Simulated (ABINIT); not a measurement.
The system is ZnO.

```
Zn O
1.0
     3.28797    0.00000    0.00000
    -1.64398    2.84746    0.00000
     0.00000    0.00000    7.13044
Zn O
2 2
Direct
  0.00000 0.00000 0.25000
  0.00000 0.00000 0.75000
  0.66667 0.33333 0.75000
  0.33333 0.66667 0.25000
```

Measurements of this composition are mostly on another form, of space group No. 186.

Base run:

* Program: ABINIT 10.8.3 (patched build)
* Functional: PBE
* Potentials or basis: JTH PAW PBE v2.0
* Cutoff: 626 eV
* k mesh: 9 × 9 × 4
* Occupations: fermi-dirac, width 0.05 eV
* Spin: no spin polarisation

Its results: band gap on the k mesh 0.82 eV, direct; pressure -1.0 GPa.

Problem. The run is repeated on the same cell with these changes: functional from PBE to LDA; potentials or basis from JTH PAW PBE v2.0 to JTH PAW LDA v2.0. What comes out?

Solution. Band gap on the k mesh 0.73 eV, direct; pressure -8.6 GPa.

Caveats: the atomic spheres overlap; an odd mesh through Γ misses points on the zone boundary, where band edges often lie (some runs).
